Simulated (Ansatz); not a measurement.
**Moving the functional in CdTe**

```cif
data_structure
_symmetry_space_group_name_H-M 'P 1'
_symmetry_Int_Tables_number 1
_cell_length_a 4.5326
_cell_length_b 4.5326
_cell_length_c 4.5326
_cell_angle_alpha 60.000
_cell_angle_beta 60.000
_cell_angle_gamma 60.000
_cell_volume 65.84
loop_
_atom_site_label
_atom_site_type_symbol
_atom_site_fract_x
_atom_site_fract_y
_atom_site_fract_z
_atom_site_occupancy
Te1 Te 0.75000 0.75000 0.75000 1
Cd1 Cd 0.00000 0.00000 0.00000 1
```

Kept alike: task single point; k mesh 6 × 6 × 6; occupations fermi-dirac, width 0.05 eV; no spin polarisation. Program: Ansatz, PAW datasets made for the crystal. Cutoffs run from 240 to 270 eV. The mesh is that of the run's cell of 2 atoms. No spin-orbit coupling.

| functional | band gap (eV) | pressure (GPa) |
| --- | --- | --- |
| HSE06 | 1.749 | 3.33 |
| PBE | 0.872 | 4.27 |
| PBE0 | 2.349 | 3.23 |

Pressure is positive in compression, with a Pulay correction for the finite cutoff. Spin-orbit coupling, left out here, moves the band edges of heavy atoms and can close or invert small gaps. A gap read on the mesh alone can miss an edge between its points.

The band gap runs from 0.872 (PBE) to 2.349 eV (PBE0). From PBE: HSE06 +0.877; PBE0 +1.477. The pressure runs from 3.23 (PBE0) to 4.27 GPa (PBE). From PBE: HSE06 -0.94; PBE0 -1.04. A positive pressure means that the functional's own cell is larger than the one given, a negative one that it is smaller.

Exact exchange opens the gap of CdTe mainly by separating the Te 5p states at the valence edge from the Cd and Te s states at the conduction edge. It also binds the Cd 4d shell more deeply, which probably weakens the p-d repulsion that pushes the valence edge up. HSE06 and PBE0 contain the same fraction of exact exchange, so the further rise from 1.749 to 2.349 eV comes from its unscreened long-range part, which is too strong for a semiconductor that screens well.

The pressure responds differently: most of its fall from PBE is already present in HSE06, which suggests that short-range exchange governs the cohesion, while the long-range tail mostly shifts band energies. The cell is also somewhat smaller than the measured one, so part of the positive pressure reflects real compression rather than functional error. Because compression normally widens the direct gap of CdTe, closeness of any of these gaps to the measured value would not by itself establish the accuracy of that functional.
